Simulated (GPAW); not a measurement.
A run of GPAW 26.7.0:

Contents of run.py:

```python
from ase.dft.bandgap import bandgap
from ase.io import read, write
from ase.units import GPa
from gpaw import GPAW, PW

atoms = read('POSCAR')

calc = GPAW(mode=PW(800),
            xc='MGGA_X_R2SCAN+MGGA_C_R2SCAN',
            kpts={'size': (7, 7, 5), 'gamma': True},
            occupations={'name': 'fermi-dirac', 'width': 0.05},
            setups={'Cu': ':d,3.0'},
            nbands=33,
            convergence={'density': 1e-05, 'energy': 1e-05},
            maxiter=150,
            txt='gpaw.txt')
atoms.calc = calc
energy = atoms.get_potential_energy()
forces = atoms.get_forces()
stress = atoms.get_stress()
calc.write('gs.gpw')
write('result.traj', atoms)
print(f'Energy: {energy:.6f} eV')
print('Forces (eV/A):')
print(forces.round(4))
print('Stress (GPa):', (stress / GPa).round(3))
print('Fermi level:', round(calc.get_fermi_level(), 4), 'eV')
print(f'Gap: {bandgap(calc)[0]:.4f} eV, direct: {bandgap(calc, direct=True)[0]:.4f} eV')
```

POSCAR

```
CuO
1.0
    3.1754955000      0.0000000000      0.0000000000
    0.0000000000      3.1754955000      0.0000000000
    0.0000000000      0.0000000000      4.6495318700
Cu O
2 2
Direct
    0.0000000000      0.0000000000      0.0000000000
    0.5000000000      0.5000000000      0.0000000000
    0.5000000000      0.0000000000      0.2670000000
    0.0000000000      0.5000000000      0.7330000000
```

Potentials or basis: GPAW PAW data sets (gpaw-data 1.2.1), pw.

The run is started by

```sh
$ OMP_NUM_THREADS=1 python run.py
```

Hardware: 1 thread of Arm Neoverse V1, on a shared host.

Problem. How long does it take, and how much memory?

Solution. Run time: 2.8 min on 1 thread of Arm Neoverse V1, with other jobs on the host, peak memory 0.29 GiB. Counts: scf iterations 14, plane waves 2437, bands 33, k points 30.
